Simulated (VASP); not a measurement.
A run of VASP 6.6.1 is set up as follows.

The input INCAR:

```
SYSTEM = Sr
PREC     = Accurate       ! precision mode
ENCUT    = 520            ! plane-wave cutoff, eV
EDIFF    = 1E-6           ! SCF threshold, eV
ISMEAR   = 0              ! smearing method
SIGMA    = 0.1            ! smearing width, eV
LREAL    = .False.        ! projectors in reciprocal space
LASPH    = .True.         ! aspherical terms in the spheres
NELM     = 100            ! most SCF steps
ALGO     = Normal         ! electronic algorithm
ISIF     = 2              ! what is computed and relaxed
LWAVE    = .False.        ! write WAVECAR
LCHARG   = .True.         ! write CHGCAR
GGA      = PS             ! functional
LELF     = .True.         ! ELF
LVHAR    = .True.       
NBANDS   = 11             ! bands
```

Contents of KPOINTS:

```
Automatic mesh
0
Gamma
  14 14 14
  0 0 0
```

The input POSCAR:

```
Sr
1.0
   -2.1770018402      2.1770018402      1.9913302338
    2.1770018402     -2.1770018402      1.9913302338
    2.1770018402      2.1770018402     -1.9913302338
Sr
1
Direct
    0.0000000000      0.0000000000      0.0000000000
```

Potentials or basis: VASP PAW PBE potentials, release 64 (Sr_sv).

The run is started by

```console
$ cat potpaw_PBE.64/Sr_sv/POTCAR > POTCAR
$ mpirun -np 1 vasp_std > vasp.out
```

**Question.** Predict the pressure.

**Answer.** 6.2 GPa.

**Question.** Estimate the band gap on the k mesh.

**Answer.** None (metal or under the smearing width).

Stress tensor (GPa, compression positive):
```
5.77 0.00 0.00
0.00 5.77 0.00
0.00 0.00 7.09
```

Caveat: the PAW data sets were made with another functional, which shifts forces and pressure a little.
